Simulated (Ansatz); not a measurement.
# A Cl–Cl split interstitial in rocksalt KCl, 65 atoms, charge +1

Aim: let the atoms about the defect relax, then read the frontier levels by PBEsol, HSE06 and r²SCAN.

All numbers are computed with Ansatz 0.2.0 (PAW, plane waves).

## Step 1: The starting cell

65 atoms (33 Cl, 32 K); a = 12.487 Å, b = 12.487 Å, c = 12.487 Å, α = 90.00°, β = 90.00°, γ = 90.00°. All atoms were shaken off their sites by about 0.02 Å along each axis. Defect site 1: (0.250, 0.500, 0.500).

Plan of the steps: (2) PBEsol relaxation at the single k point (¼, ¼, ¼), on 1 × NVIDIA GB200 with 8 threads of Arm Neoverse-V2; (3) HSE06 single point at the single k point (¼, ¼, ¼), on 1 × NVIDIA GB200 with 8 threads of Arm Neoverse-V2; (4) r²SCAN single point at the single k point (¼, ¼, ¼), on 1 × NVIDIA GB200 with 8 threads of Arm Neoverse-V2.

## Step 2: Relaxation of the positions (PBEsol)

in.yaml reads:

```yaml
crystal:
  lattice:
    - [12.487268, 0.000000, 0.000000]
    - [0.000000, 12.487268, 0.000000]
    - [0.000000, 0.000000, 12.487268]
  atoms:
    - { symbol: Cl, position: [0.250642, 0.997388, 0.999850] }
    - { symbol: Cl, position: [0.253409, 0.001881, 0.500618] }
    - { symbol: Cl, position: [0.250854, 0.497717, 0.000503] }
    - { symbol: Cl, position: [0.185459, 0.441120, 0.501508] }
    - { symbol: Cl, position: [0.746612, 0.000792, 0.999677] }
    - { symbol: Cl, position: [0.751291, 0.999756, 0.498602] }
    - { symbol: Cl, position: [0.749526, 0.498409, 0.003659] }
    - { symbol: Cl, position: [0.748151, 0.499905, 0.500097] }
    - { symbol: Cl, position: [0.999186, 0.247637, 0.999646] }
    - { symbol: Cl, position: [0.000143, 0.250376, 0.500109] }
    - { symbol: Cl, position: [0.000558, 0.750827, 0.997127] }
    - { symbol: Cl, position: [0.998502, 0.750601, 0.500302] }
    - { symbol: Cl, position: [0.500867, 0.249892, 0.999338] }
    - { symbol: Cl, position: [0.500748, 0.248514, 0.502504] }
    - { symbol: Cl, position: [0.497220, 0.753392, 0.001772] }
    - { symbol: Cl, position: [0.500587, 0.752651, 0.499539] }
    - { symbol: Cl, position: [0.997303, 0.999493, 0.250127] }
    - { symbol: Cl, position: [0.001409, 0.002666, 0.748174] }
    - { symbol: Cl, position: [0.001067, 0.499077, 0.252701] }
    - { symbol: Cl, position: [0.997702, 0.498463, 0.751707] }
    - { symbol: Cl, position: [0.500040, 0.000117, 0.250281] }
    - { symbol: Cl, position: [0.503153, 0.001315, 0.752120] }
    - { symbol: Cl, position: [0.498944, 0.500816, 0.250558] }
    - { symbol: Cl, position: [0.499648, 0.501889, 0.749611] }
    - { symbol: Cl, position: [0.249293, 0.253251, 0.250780] }
    - { symbol: Cl, position: [0.248778, 0.249637, 0.749941] }
    - { symbol: Cl, position: [0.252518, 0.749532, 0.247587] }
    - { symbol: Cl, position: [0.246310, 0.747959, 0.749761] }
    - { symbol: Cl, position: [0.749578, 0.250781, 0.250221] }
    - { symbol: Cl, position: [0.752671, 0.248189, 0.754237] }
    - { symbol: Cl, position: [0.750844, 0.751139, 0.250276] }
    - { symbol: Cl, position: [0.749885, 0.750256, 0.751382] }
    - { symbol: Cl, position: [0.310934, 0.563550, 0.500129] }
    - { symbol: K, position: [0.997565, 0.998603, 0.999507] }
    - { symbol: K, position: [0.002568, 0.000475, 0.497700] }
    - { symbol: K, position: [0.998381, 0.501299, 0.002810] }
    - { symbol: K, position: [0.000620, 0.499769, 0.501914] }
    - { symbol: K, position: [0.496300, 0.000852, 0.000046] }
    - { symbol: K, position: [0.500035, 0.001564, 0.501520] }
    - { symbol: K, position: [0.503312, 0.498662, 0.000647] }
    - { symbol: K, position: [0.500755, 0.501488, 0.500574] }
    - { symbol: K, position: [0.247405, 0.250778, 0.000888] }
    - { symbol: K, position: [0.249993, 0.249912, 0.502804] }
    - { symbol: K, position: [0.249867, 0.749613, 0.998264] }
    - { symbol: K, position: [0.250684, 0.750874, 0.500811] }
    - { symbol: K, position: [0.747944, 0.250572, 0.999750] }
    - { symbol: K, position: [0.749889, 0.249304, 0.500253] }
    - { symbol: K, position: [0.751192, 0.749784, 0.999285] }
    - { symbol: K, position: [0.750666, 0.748322, 0.499422] }
    - { symbol: K, position: [0.252686, 0.998795, 0.250488] }
    - { symbol: K, position: [0.247002, 0.001564, 0.750241] }
    - { symbol: K, position: [0.251093, 0.500169, 0.247594] }
    - { symbol: K, position: [0.252444, 0.501289, 0.753109] }
    - { symbol: K, position: [0.748869, 0.000952, 0.249196] }
    - { symbol: K, position: [0.748983, 0.001931, 0.747066] }
    - { symbol: K, position: [0.751106, 0.498993, 0.249361] }
    - { symbol: K, position: [0.747099, 0.500854, 0.750364] }
    - { symbol: K, position: [0.996605, 0.252676, 0.250958] }
    - { symbol: K, position: [0.000625, 0.250339, 0.748669] }
    - { symbol: K, position: [0.002803, 0.749480, 0.248401] }
    - { symbol: K, position: [0.000731, 0.746779, 0.752162] }
    - { symbol: K, position: [0.499385, 0.249210, 0.248835] }
    - { symbol: K, position: [0.499630, 0.247374, 0.748977] }
    - { symbol: K, position: [0.497868, 0.749631, 0.251614] }
    - { symbol: K, position: [0.501131, 0.754001, 0.751123] }
  symmetry: { detect: false }
kpoints:
  mp_grid: { grid: [1, 1, 1], shift: [0.25, 0.25, 0.25] }
hamiltonian:
  xc: pbesol
total_charge: 1
scf:
  occupations: { method: fermi_dirac, width: 0.01 }
relax:
  f_tol: 0.03
  max_steps: 80
  escape_saddle: false
  adjacent_minimum: "off"
output:
  forces: true
  eigenvalues: true
  populations: true
  charged_corrections: { epsilon: 4.9 }
```

Command:

```sh
> ansatz run in.yaml --threads 8 --pin off --max-ram 118750MiB --runs-dir r --events-out ev --progress --plain --backend cuda --devices 0, --max-vram 170GiB
```

After this run come: Single point with HSE06; Single point with r²SCAN.

Before running it: what results should come out? Wanted: for each run, top filled to lowest empty.

As calculated:

| level | time | top filled to lowest empty (eV) |
| --- | --- | --- |
| PBEsol, relaxation | 13 s (GPU) | 2.11 |
| HSE06 | 23 s (GPU) | 3.42 |
| r²SCAN | 5.1 s (GPU) | 2.42 |

```
     quantity                              value
   relaxation  14 recorded steps, 2.86 eV gained
largest shift                       1.11 Å (Cl4)
```

**What this shows.** The relaxation lowers the energy by 2.86 eV; the largest shift is 1.11 Å (Cl4). At the same k points, PBEsol gives a spacing 1.31 eV smaller and r²SCAN gives a spacing 1.00 eV smaller than the 3.42 eV of HSE06. In a defect cell this spacing can involve defect levels, so it need not be the gap. The price of HSE06 is about 4.4 times the time of r²SCAN here.
